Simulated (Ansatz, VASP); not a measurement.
**Ir: VASP beside Ansatz**

POSCAR

```
Ir
1.0
    4.4943869192      0.0000000000      0.0000000000
   -2.2471934596      3.8922532464      0.0000000000
    0.0000000000      0.0000000000      7.4382239622
Ir
4
Direct
    0.3333333333      0.6666666667      0.0630908785
    0.6666666667      0.3333333333      0.5630908785
    0.3333333333      0.6666666667      0.4369091215
    0.6666666667      0.3333333333      0.9369091215
```

Contents of INCAR.step1:

```
SYSTEM = Ir
PREC = Accurate
ENCUT = 520
ISMEAR = 0
SIGMA = 0.1
LREAL = .FALSE.
LASPH = .TRUE.
NELM = 100
NBANDS = 26
GGA = PE
ALGO = Normal
EDIFF = 1E-4
LWAVE = .TRUE.
LCHARG = .FALSE.
```

Contents of INCAR.step2:

```
SYSTEM = Ir
PREC = Accurate
ENCUT = 520
EDIFF = 1E-6
ISMEAR = 0
SIGMA = 0.1
LREAL = .FALSE.
LASPH = .TRUE.
NELM = 100
ALGO = Normal
ISIF = 2
LWAVE = .FALSE.
LCHARG = .FALSE.
METAGGA = R2SCAN
LMIXTAU = .TRUE.
NBANDS = 26
ISTART = 1
```

The input KPOINTS:

```
regular mesh
0
G
  6 6 4
  0 0 0
```

Input for Ansatz:

```yaml
crystal:
  lattice:
    - [4.4943869192, 0.0, 0.0]
    - [-2.2471934596, 3.8922532464, 0.0]
    - [0.0, 0.0, 7.4382239622]
  atoms:
    - { symbol: Ir, position: [0.3333333333, 0.6666666667, 0.0630908785] }
    - { symbol: Ir, position: [0.6666666667, 0.3333333333, 0.5630908785] }
    - { symbol: Ir, position: [0.3333333333, 0.6666666667, 0.4369091215] }
    - { symbol: Ir, position: [0.6666666667, 0.3333333333, 0.9369091215] }
basis:
  ecutwfc: 500
kpoints:
  mp_grid: { grid: [6, 6, 4] }
hamiltonian:
  xc: r2scan
scf:
  occupations: { method: gaussian, width: 0.1 }
output:
  forces: true
  stress: true
  eigenvalues: true
```

Alike in both runs: task single point; functional r2SCAN; k mesh 6 × 6 × 4; occupations gaussian, width 0.1 eV; no spin polarisation.

|  | VASP | Ansatz |
| --- | --- | --- |
| version | VASP 6.6.1 | Ansatz 0.2.0 |
| potentials or method | VASP PAW PBE potentials, release 64 (Ir) | scalar-relativistic, plane waves, PAW |
| plane-wave cutoff (eV) | 520 | 500 |
| valence electrons in the cell | 36 | 68 |

```csv
,VASP,Ansatz,Ansatz less VASP
gap on the k mesh at the Fermi level (eV),none,none,-
pressure (GPa),-28.0,-28.3,-0.28
largest component of the traceless stress (GPa),0.61,0.61,-0.007
rms of the force components (eV/Å),0.085,0.086,+0.0009
```

Atom by atom the forces differ by 0.001 eV/Å (rms over components). A gap of «none» marks a metal or a gap that the smearing closes. The two sets of potentials don't hold the same shells in valence.

Caveats: so large a pressure means that the cell lies far from this level's equilibrium, or that cutoff or potentials fall short (VASP); the potentials were made for another functional, which shifts forces and pressure (VASP). Spin-orbit coupling is left out, which matters for the levels of Ir.
